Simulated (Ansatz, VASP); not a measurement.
# Au in VASP and in Ansatz

INCAR

```
SYSTEM = Au
PREC = Accurate
ENCUT = 520
EDIFF = 1E-8
ISMEAR = -1
SIGMA = 0.03
LREAL = .False.
LASPH = .True.
NELM = 60
ALGO = Normal
ISIF = 2
LWAVE = .False.
LCHARG = .False.
LEFG = .True.
NBANDS = 12
```

KPOINTS

```
regular mesh
0
Gamma
  15 15 15
  0 0 0
```

File POSCAR:

```
Au
1.0
    0.0000000000      2.1265496363      2.1265496363
    2.1265496363      0.0000000000      2.1265496363
    2.1265496363      2.1265496363      0.0000000000
Au
1
Direct
    0.0000000000      0.0000000000      0.0000000000
```

Input for Ansatz:

```yaml
crystal:
  lattice:
    - [0.0, 2.1265496363, 2.1265496363]
    - [2.1265496363, 0.0, 2.1265496363]
    - [2.1265496363, 2.1265496363, 0.0]
  atoms:
    - { symbol: Au, position: [0.0, 0.0, 0.0] }
kpoints:
  mp_grid: { grid: [15, 15, 15] }
scf:
  occupations: { method: fermi_dirac, width: 0.03 }
hamiltonian:
  xc: lda
  pseudopotentials: { kind: paw }
output:
  forces: true
  stress: true
  eigenvalues: true
  efg: { contact_densities: true }
```

Change from the starting cell: volume scaled by 1.06, PAW files.

Alike in both runs: task electric field gradients; functional LDA; k mesh 15 × 15 × 15; occupations fermi-dirac, width 0.03 eV; no spin polarisation.

```csv
,VASP,Ansatz
version,VASP 6.6.1,Ansatz 0.2.0
potentials or method,"VASP PAW LDA potentials, release 64 (Au)","PAW with Ansatz's default frozen-core files, scalar-relativistic"
plane-wave cutoff (eV),520,420
valence electrons in the cell,11,19
```

```csv
,VASP,Ansatz,Ansatz less VASP
pressure (GPa),-18.5,-18.8,-0.31
Vzz of the field gradient on the site that differs most (V/Å²),0.0,0.0,0.00
```

The two sets of potentials don't hold the same shells in valence. Ansatz warned: «gradients_without_spin_orbit».

Caveats: so large a pressure means that the cell lies far from this level's equilibrium, or that cutoff or potentials fall short (VASP). The runs have no spin-orbit coupling, so splittings on Au are missing.
